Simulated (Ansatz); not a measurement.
Wires are cut from relaxed bulk InSb (F-43m, 36.51 Å³/atom, gap on the mesh 0.00 eV); atoms and period are relaxed, and energies count from that bulk. Caps count from half an H2 molecule.

Level of theory: Ansatz 0.2.0, DFT PBE, scalar-relativistic, plane waves, PAW.

Cutoff 420 eV, Gaussian smearing of 0.05 eV, energies at zero smearing, symmetry of each start kept, no spin polarisation.

```json
{"start": "[111] wire, 8 host atoms a period with H caps", "atoms": "22", "k mesh": "1×1×5", "excess energy (eV per host atom)": "0.832", "line energy (eV/Å)": "0.576", "period (Å)": "11.557", "gap on the mesh (eV)": "3.07", "highest filled level or Fermi level under vacuum (eV)": "5.83"}
{"start": "[111] wire, 14 host atoms a period with H caps", "atoms": "32", "k mesh": "1×1×5", "excess energy (eV per host atom)": "0.649", "line energy (eV/Å)": "0.785", "period (Å)": "11.564", "gap on the mesh (eV)": "2.44", "highest filled level or Fermi level under vacuum (eV)": "5.68"}
{"start": "[111] wire, 16 host atoms a period with H caps", "atoms": "38", "k mesh": "1×1×5", "excess energy (eV per host atom)": "0.665", "line energy (eV/Å)": "0.933", "period (Å)": "11.403", "gap on the mesh (eV)": "2.46", "highest filled level or Fermi level under vacuum (eV)": "5.51"}
```

Spin-orbit coupling is left out, which matters for the bands of heavy elements. The gap is read on a mesh, which can miss the band edges, so it can be too wide.

Each run keeps its start's symmetry and one magnetic start, so lower states can exist.